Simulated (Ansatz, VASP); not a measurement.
## Ga: VASP beside Ansatz

INCAR

```
SYSTEM = Ga
PREC     = Accurate       ! precision mode
ENCUT    = 520            ! plane-wave cutoff, eV
EDIFF    = 1E-6           ! SCF threshold, eV
ISMEAR   = -1             ! smearing method
SIGMA    = 0.05           ! smearing width, eV
LREAL    = .False.        ! projectors in reciprocal space
LASPH    = .True.         ! aspherical terms in the spheres
NELM     = 80             ! most SCF steps
ALGO     = Normal         ! electronic algorithm
ISIF     = 2              ! what is computed and relaxed
LWAVE    = .False.        ! write WAVECAR
LCHARG   = .False.        ! write CHGCAR
GGA      = PE             ! functional
NBANDS   = 12             ! bands
```

File KPOINTS:

```
regular mesh
0
Gamma
  10 10 10
  0 0 0
```

The input POSCAR:

```
Ga
1.0
    2.6797663103      0.0000000000      0.0000000000
    0.0000000000      2.6797663103      0.0000000000
    0.0000000000      0.0000000000      2.6797663103
Ga
1
Direct
    0.0000000000      0.0000000000      0.0000000000
```

File input.yaml:

```yaml
crystal:
  lattice:
    - [2.6797663103, 0.0, 0.0]
    - [0.0, 2.6797663103, 0.0]
    - [0.0, 0.0, 2.6797663103]
  atoms:
    - { symbol: Ga, position: [0.0, 0.0, 0.0] }
hamiltonian:
  xc: pbe
  pseudopotentials: { kind: paw }
kpoints:
  mp_grid: { grid: [10, 10, 10] }
scf:
  occupations: { method: fermi_dirac, width: 0.05 }
output:
  forces: true
  stress: true
  eigenvalues: true
```

The cell was built by a generator and needn't be a form met in nature.

Alike in both runs: task single point; functional PBE; k mesh 10 × 10 × 10; occupations fermi-dirac, width 0.05 eV; no spin polarisation.

|  | VASP | Ansatz |
| --- | --- | --- |
| version | VASP 6.6.1 | Ansatz 0.2.0 |
| potentials or method | VASP PAW PBE potentials, release 64 (Ga_d) | Ansatz PAW |
| plane-wave cutoff (eV) | 520 | 420 |
| valence electrons in the cell | 13 | 13 |

```tsv
	VASP	Ansatz	Ansatz less VASP
gap on the k mesh at the Fermi level (eV)	none	none	-
pressure (GPa)	2.0	1.9	-0.09
```

A gap of «none» marks a metal or a gap that the smearing closes.
